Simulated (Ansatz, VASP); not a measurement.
**Ta16N16F (F on TaN(001)): VASP beside Ansatz**

Aim: how closely do two programs agree when they are given the same cell, functional and k mesh?

Method: plane waves, with VASP 6.6.1 beside it; single point at PBEsol, in Ansatz 0.2.0.

## Step 1: Set-up

The cell holds 33 atoms: 16 Ta, 16 N and 1 F. Its edges and angles: a = 6.194 Å, b = 6.194 Å, c = 24.420 Å, α = 90.0°, β = 90.0°, γ = 90.0°. It derives from TaN. Vacuum lies along c.

Structure file:

```
Ta N F
1.0
     6.19426    0.00000    0.00000
     0.00000    6.19426    0.00000
     0.00000    0.00000   24.42000
Ta N F
16 16 1
Direct
  0.00000 0.00000 0.32760
  0.00000 0.50000 0.32760
  0.50000 0.00000 0.32760
  0.50000 0.50000 0.32760
  0.25000 0.25000 0.41728
  0.25000 0.75000 0.41728
  0.75000 0.25000 0.41728
  0.75000 0.75000 0.41728
  0.00443 0.00443 0.51325
  0.00443 0.49557 0.51325
  0.49557 0.00443 0.51325
  0.49557 0.49557 0.51325
  0.25000 0.25000 0.60172
  0.25000 0.75000 0.59407
  0.75000 0.25000 0.59407
  0.75000 0.75000 0.59343
  0.25000 0.25000 0.32760
  0.25000 0.75000 0.32760
  0.75000 0.25000 0.32760
  0.75000 0.75000 0.32760
  0.00000 0.00000 0.41728
  0.00000 0.50000 0.41728
  0.50000 0.00000 0.41728
  0.50000 0.50000 0.41728
  0.25000 0.25000 0.50705
  0.25000 0.75000 0.50825
  0.75000 0.25000 0.50825
  0.75000 0.75000 0.50815
  0.99692 0.99692 0.60540
  0.99692 0.50308 0.60540
  0.50308 0.99692 0.60540
  0.50308 0.50308 0.60540
  0.25000 0.25000 0.68032
```

## Step 2: Ansatz: single point, PBEsol

Ansatz runs on its default PAW (the set named soft_2) files.

With cell and atoms fixed, the geometry can't cause a difference; cores, projectors, grids and the points listed under the comparison can.

input.yaml reads:

```yaml
crystal:
  lattice:
    - [6.194255403, 0.0, 0.0]
    - [0.0, 6.194255403, 0.0]
    - [0.0, 0.0, 24.42]
  atoms:
    - { symbol: Ta, position: [0.0, 0.0, 0.327600328] }
    - { symbol: Ta, position: [0.0, 0.5, 0.327600328] }
    - { symbol: Ta, position: [0.5, 0.0, 0.327600328] }
    - { symbol: Ta, position: [0.5, 0.5, 0.327600328] }
    - { symbol: Ta, position: [0.25, 0.25, 0.417280917] }
    - { symbol: Ta, position: [0.25, 0.75, 0.417280917] }
    - { symbol: Ta, position: [0.75, 0.25, 0.417280917] }
    - { symbol: Ta, position: [0.75, 0.75, 0.417280917] }
    - { symbol: Ta, position: [0.0044323922, 0.0044323922, 0.5132466965] }
    - { symbol: Ta, position: [0.0044323922, 0.4955676078, 0.5132466965] }
    - { symbol: Ta, position: [0.4955676078, 0.0044323922, 0.5132466965] }
    - { symbol: Ta, position: [0.4955676078, 0.4955676078, 0.5132466965] }
    - { symbol: Ta, position: [0.25, 0.25, 0.6017166255] }
    - { symbol: Ta, position: [0.25, 0.75, 0.5940749598] }
    - { symbol: Ta, position: [0.75, 0.25, 0.5940749598] }
    - { symbol: Ta, position: [0.75, 0.75, 0.5934280653] }
    - { symbol: "N", position: [0.25, 0.25, 0.327600328] }
    - { symbol: "N", position: [0.25, 0.75, 0.327600328] }
    - { symbol: "N", position: [0.75, 0.25, 0.327600328] }
    - { symbol: "N", position: [0.75, 0.75, 0.327600328] }
    - { symbol: "N", position: [0.0, 0.0, 0.417280917] }
    - { symbol: "N", position: [0.0, 0.5, 0.417280917] }
    - { symbol: "N", position: [0.5, 0.0, 0.417280917] }
    - { symbol: "N", position: [0.5, 0.5, 0.417280917] }
    - { symbol: "N", position: [0.25, 0.25, 0.50705202] }
    - { symbol: "N", position: [0.25, 0.75, 0.508245688] }
    - { symbol: "N", position: [0.75, 0.25, 0.508245688] }
    - { symbol: "N", position: [0.75, 0.75, 0.5081499192] }
    - { symbol: "N", position: [0.9969228157, 0.9969228157, 0.6054004653] }
    - { symbol: "N", position: [0.9969228157, 0.5030771843, 0.6054004653] }
    - { symbol: "N", position: [0.5030771843, 0.9969228157, 0.6054004653] }
    - { symbol: "N", position: [0.5030771843, 0.5030771843, 0.6054004653] }
    - { symbol: F, position: [0.25, 0.25, 0.6803181892] }
hamiltonian:
  xc: pbesol
  pseudopotentials: { kind: paw }
kpoints:
  mp_grid: { grid: [4, 4, 1] }
scf:
  occupations: { method: methfessel_paxton, width: 0.1 }
  n_extra_bands: 12
efield:
  axis: 3
  dipole_correction: true
  ramp_width: 0.04
output:
  forces: true
  eigenvalues: true
  write_density: true
  write_potential: true
  elf: true
  volumetric_format: npy
```

Run with:

```sh
ansatz run input.yaml --threads 8 --pin off --max-ram 18432MiB --backend cpu --events-out ev --progress --plain --runs-dir out
```

Numbers of over 12 decimals in the logs are rounded to 6 here.

The log of the run:

```text
scf.n_extra_bands = 12 over 148 filled bands (N_el = 295.0): the run solves 160 bands
Engine: ansatz 0.2.0, aarch64-unknown-linux-gnu
Pseudopotentials: kind: paw
Pseudopotential: Ta, paw, valence charge 13, recommended cutoff 420 eV (normal), Ta.paw.azcp
Pseudopotential: N, paw, valence charge 5, recommended cutoff 420 eV (normal), N.paw.azcp
Pseudopotential: F, paw, valence charge 7, recommended cutoff 420 eV (normal), F.paw.azcp
Functional definition: PBEsol
  exchange = pbesol_x
  correlation = pbesol_c
Crystal: 33 atoms, lattice volume = 936.966 Å³
Basis set: ecut = 420 eV, 18357 PW (Γ), exchange–correlation on 90×90×360 points (8 copies of the dense FFT grid, shifted against one another)
Bands: 160, of which v1, the nominal top of the filled ones, is band 148 counted from 1 (147 counted from 0)
Symmetry: 8 space group operations
Space group: P4mm (ITA 99), of the structure as read, at distance tolerance 9.8e-5 Å
k-points: 6 of 16
Non-local potential: Ta, projectors of the file, l = 0: 3, l = 1: 2, l = 2: 2, l = 3: 1
Non-local potential: N, projectors of the file, l = 0: 2, l = 1: 2, l = 2: 1
Non-local potential: F, projectors of the file, l = 0: 2, l = 1: 2, l = 2: 1
PAW form: soft (Blöchl's): semilocal exchange-correlation on the pseudo side does not see the compensation charge
PAW frozen core: Ta, regenerated for the run's functional, and the local potential with it (the file was generated under x = pbe(κ = 0.804, μ = 0.219515), c = pbe(β = 0.066725))
PAW frozen core: N, regenerated for the run's functional, and the local potential with it (the file was generated under x = pbe(κ = 0.804, μ = 0.219515), c = pbe(β = 0.066725))
PAW frozen core: F, regenerated for the run's functional, and the local potential with it (the file was generated under x = pbe(κ = 0.804, μ = 0.219515), c = pbe(β = 0.066725))
PAW one-centre angular grid: Ta, 590 points (default); XC on 64 Gauss nodes
PAW one-centre angular grid: N, 110 points (default); XC on 64 Gauss nodes
PAW one-centre angular grid: F, 110 points (default); XC on 64 Gauss nodes
Initial density: superposition of atomic densities (neutral atoms: chi_scale 0, normalization atom), corrected by the library's trained network
Initial wavefunctions: pseudopotential atomic-orbital guess
Functional: x = pbesol(κ = 0.804, μ = 0.123457), c = pbesol(β = 0.046)
SCF iter   1: F=—  HF=-163787.994764 eV  |F-HF|=—  |Δ(HF+E_count)|=         —  Δρ=1.09e-2  dr2=1.70e0  ethr=1.77e-3  p=-0.148 e·Å  D=-2.86e-2 V/Å  ΔV_dip=0.70 eV  dr2_dipole=3.93e-2  V_vac-E_F(+/−)=4.40/3.70 eV  ⟨swp⟩=9.7  Hψ=5163  notcnv=0
efield: sawtooth ramp at fractional position 0.9840 (placed from the atoms, in the widest stretch of the axis that holds none; the zero of the levels goes with the place), width 0.0400; the density the first Hamiltonian is built on has a dipole p = -0.148 e·Å; the dipole correction subtracts the counter field D = -2.86e-2 V/Å, which shifts the + side's vacuum level by +0.70 eV against the − side's; the planar-averaged density in the ramp window peaks in size at 7.7e-6 e/Å³
preconditioner: auto → LDOS  [metal: Δε(μ)=0.024 eV  Ē_g=8.281 eV  σ=0.100 eV  W_gap=0.20  n_scr=156 (ndim 8)  ℏωp=15.7 eV  f_vac=0.565  D(μ)=25.83/eV (n_scr^D=156)  β→1.0]
SCF iter   2: F=—  HF=-163787.762269 eV  |F-HF|=—  |Δ(HF+E_count)|=   2.32e-1  S|Δr|=    0.00e0  Δρ=5.22e-3  dr2=2.00e-1  ethr=5.75e-4  p=-0.185 e·Å  D=-3.57e-2 V/Å  ΔV_dip=0.87 eV  dr2_dipole=4.51e-3  V_vac-E_F(+/−)=4.65/3.78 eV  ⟨swp⟩=2.3  Hψ=1778  notcnv=0  defer=13
SCF iter   3: F=—  HF=-163787.729189 eV  |F-HF|=—  |Δ(HF+E_count)|=   3.31e-2  S|Δr|=    0.00e0  Δρ=1.13e-3  dr2=1.95e-2  ethr=6.78e-5  p=-0.161 e·Å  D=-3.11e-2 V/Å  ΔV_dip=0.76 eV  dr2_dipole=1.17e-7  V_vac-E_F(+/−)=4.52/3.77 eV  ⟨swp⟩=3.3  Hψ=1791  notcnv=0  defer=13
SCF iter   4: F=—  HF=-163787.727640 eV  |F-HF|=—  |Δ(HF+E_count)|=   1.55e-3  S|Δr|=    0.00e0  Δρ=3.37e-4  dr2=2.07e-3  ethr=6.61e-6  p=-0.158 e·Å  D=-3.05e-2 V/Å  ΔV_dip=0.74 eV  dr2_dipole=6.89e-5  V_vac-E_F(+/−)=4.52/3.78 eV  ⟨swp⟩=2.5  Hψ=1534  notcnv=0  defer=13
SCF iter   5: F=—  HF=-163787.727505 eV  |F-HF|=—  |Δ(HF+E_count)|=   1.35e-4  S|Δr|=    0.00e0  Δρ=1.07e-4  dr2=4.85e-4  ethr=7.02e-7  p=-0.155 e·Å  D=-3.00e-2 V/Å  ΔV_dip=0.73 eV  dr2_dipole=2.07e-4  V_vac-E_F(+/−)=4.51/3.78 eV  ⟨swp⟩=2.7  Hψ=1461  notcnv=0  defer=13
SCF iter   6: F=—  HF=-163787.727528 eV  |F-HF|=—  |Δ(HF+E_count)|=   2.26e-5  S|Δr|=    0.00e0  Δρ=5.59e-5  dr2=2.03e-4  ethr=1.64e-7  p=-0.154 e·Å  D=-2.98e-2 V/Å  ΔV_dip=0.73 eV  dr2_dipole=8.06e-5  V_vac-E_F(+/−)=4.51/3.79 eV  ⟨swp⟩=2.2  Hψ=1410  notcnv=0  defer=13
SCF iter   7: F=—  HF=-163787.727516 eV  |F-HF|=—  |Δ(HF+E_count)|=   1.25e-5  S|Δr|=    0.00e0  Δρ=3.38e-5  dr2=1.92e-5  ethr=6.87e-8  p=-0.153 e·Å  D=-2.96e-2 V/Å  ΔV_dip=0.72 eV  dr2_dipole=7.91e-6  V_vac-E_F(+/−)=4.51/3.79 eV  ⟨swp⟩=2.0  Hψ=1448  notcnv=0  defer=13
SCF iter   8: F=—  HF=-163787.727876 eV  |F-HF|=—  |Δ(HF+E_count)|=   3.60e-4  S|Δr|=    0.00e0  Δρ=8.97e-6  dr2=1.04e-6  ethr=6.52e-9  p=-0.153 e·Å  D=-2.95e-2 V/Å  ΔV_dip=0.72 eV  dr2_dipole=2.69e-7  V_vac-E_F(+/−)=4.51/3.79 eV  ⟨swp⟩=2.8  Hψ=1552  notcnv=0  defer=13
SCF iter   9: F=-163787.727876 eV  HF=-163787.727876 eV  |F-HF|=1.63e-7  |Δ(HF+E_count)|=   3.88e-7  S|Δr|=    0.00e0  Δρ=2.46e-6  dr2=7.37e-8  ethr=3.39e-11  p=-0.153 e·Å  D=-2.95e-2 V/Å  ΔV_dip=0.72 eV  dr2_dipole=7.64e-9  V_vac-E_F(+/−)=4.51/3.79 eV  ⟨swp⟩=22.3  Hψ=10511  notcnv=0
SCF 1 converged in 9 iterations: F = -163787.727876 eV  dr2 = 7.37e-8
  greatest PAW one-centre occupation: 1.000 electrons in one spin orbital (limit 2), on the Ta atom at site 15 (counted from 0), in its partial waves of l = 0
WARN: The output density's exchange-correlation potential varies sharply where the density is thin. Do not read a vacuum level from v_tot or v_xc, or from such a field of the output density. On a cell that repeats whose density bears no net charge and no dipole along the vacuum's axis use v_es (v_loc + v_h of the components); under efield.dipole_correction with no amplitude use v_es + v_field, which holds any externa [...]
SCF converged after 9 iterations
Stability not checked: this state was not tested for a lower state beside it, because cold or Methfessel-Paxton smearing, or corrected tetrahedra, fill the levels in a way that the test cannot read (fill_not_monotonic; see scf.lower_state_search)
Free energy (F): -163787.727876 eV
Harris-Foulkes:  -163787.727876 eV  (|F-HF|=1.63e-7)
Internal energy: -163787.714330 eV  (E = F + TS)
E sigma→0 (E₀):  -163787.724489 eV
Entropy (-TS):   -0.013546 eV (-0.410 meV/atom)
Fermi energy:    5.274841 eV
Dipole field:    D = -0.029458 V/Å  (p = -0.152535 e·Å, saw-weighted, corrected)
Work function:   Φ+ = 4.5095 eV   Φ− = 3.7901 eV
Levels:          The Fermi level and band energies are counted from a zero that moves with the ramp; work functions are not
--- Per-component energies (eV) ---
  E_band       = -5393.549720
  E_kinetic    = 8158.594930
  E_local      = -342525.765571  (includes V_loc(G=0)·N_el)
  E_nonlocal   = 1074.156300
  E_hartree    = 167353.257802
  E_xc         = -4505.218864
  E_vxc        = -4581.979316  (∫ρ·V_xc dr)
  E_paw        = -134514.304501  (= ΣΔE_a)
  E_vpaw       = -2217.728671  (= ΣTr[D̂ρ^β])
  E_aug_tail   = 0.005562  (compensation charges beyond the density's cutoff)
  E_efield     = 0.002247  (sawtooth field / dipole correction)
  E_vefield    = -7.431031  (∫n·V_field dr)
  E_ewald      = 141167.647398
  E_core_change = 3.910367  (= ΣΔE_core)
  E_smearing   = -0.013546  (= −TS)
  E_closure    = -0.000000  (closes the sum)
  Σ components = -163787.727876   (vs F -163787.727876, Δ=0.00e0)
--- Forces (eV/Å), atoms counted from 1 ---
  atom   1  Ta     0.07759261     0.07759261     2.08121360
  atom   2  Ta     0.07759261    -0.07759261     2.08121360
  atom   3  Ta    -0.07759261     0.07759261     2.08121360
  atom   4  Ta    -0.07759261    -0.07759261     2.08121360
  atom   5  Ta     0.00000000     0.00000000    -0.96369111
  atom   6  Ta     0.00000000     0.00000000    -1.13343557
  atom   7  Ta     0.00000000     0.00000000    -1.13343557
  atom   8  Ta     0.00000000     0.00000000    -0.69806190
  atom   9  Ta     0.00201427     0.00201427     0.00151408
  atom  10  Ta     0.00201427    -0.00201427     0.00151408
  atom  11  Ta    -0.00201427     0.00201427     0.00151408
  atom  12  Ta    -0.00201427    -0.00201427     0.00151408
  atom  13  Ta     0.00000000     0.00000000     0.15947032
  atom  14  Ta     0.00000000     0.00000000    -0.04405694
  atom  15  Ta     0.00000000     0.00000000    -0.04405694
  atom  16  Ta    -0.00000000     0.00000000    -0.06279638
  atom  17  N     -0.00000000     0.00000000    -1.38458979
  atom  18  N      0.00000000     0.00000000    -1.25481007
  atom  19  N      0.00000000     0.00000000    -1.25481007
  atom  20  N     -0.00000000     0.00000000    -1.28471544
  atom  21  N     -0.02648367    -0.02648367     0.23887756
  atom  22  N     -0.02648367     0.02648367     0.23887756
  atom  23  N      0.02648367    -0.02648367     0.23887756
  atom  24  N      0.02648367     0.02648367     0.23887756
  atom  25  N      0.00000000     0.00000000     0.00751417
  atom  26  N      0.00000000     0.00000000     0.01547536
  atom  27  N     -0.00000000     0.00000000     0.01547536
  atom  28  N      0.00000000     0.00000000     0.01922221
  atom  29  N      0.00439861     0.00439861    -0.02381669
  atom  30  N      0.00439861    -0.00439861    -0.02381669
  atom  31  N     -0.00439861     0.00439861    -0.02381669
  atom  32  N     -0.00439861    -0.00439861    -0.02381669
  atom  33  F     -0.00000000     0.00000000    -0.14964820
  max |Σ_I F_I| component: 2.04e-4 eV/Å
--- Band table (eV; the first three rows and the last of 6) ---
  k-point 0: bands = [... 144 lower, 5.4748, 5.4748, 5.5920, 5.6679, 5.6679, 5.8297, 6.0492, 6.2116, ... 8 higher]
  k-point 1: bands = [... 144 lower, 4.7231, 4.9438, 5.3142, 5.3520, 5.5425, 5.5663, 5.6274, 5.6306, ... 8 higher]
  k-point 2: bands = [... 144 lower, 4.3930, 4.4605, 4.5676, 4.6383, 4.6760, 4.7012, 5.0846, 5.1776, ... 8 higher]
  k-point 5: bands = [... 144 lower, 5.3694, 5.3694, 5.3805, 5.5095, 5.7417, 5.7639, 5.7639, 5.8089, ... 8 higher]
```

It took 52 s on 8 threads of Arm Neoverse N1, shared host; peak memory 3.5 GiB.

(Continued in part 2 of 2.)

[Lines on the potential files, build, host, timing and source positions are cut from VASP's logs without a mark.]

[Logs are printed without paths, hosts, clocks, repeated set-up lines and the standing remarks that a program may print on its own settings, such as how far it seeks lower states.]

[Hosts, paths, dates, database ids (printed as entryN), source tags and the programs' standing remarks are cut or masked in the printed files.]
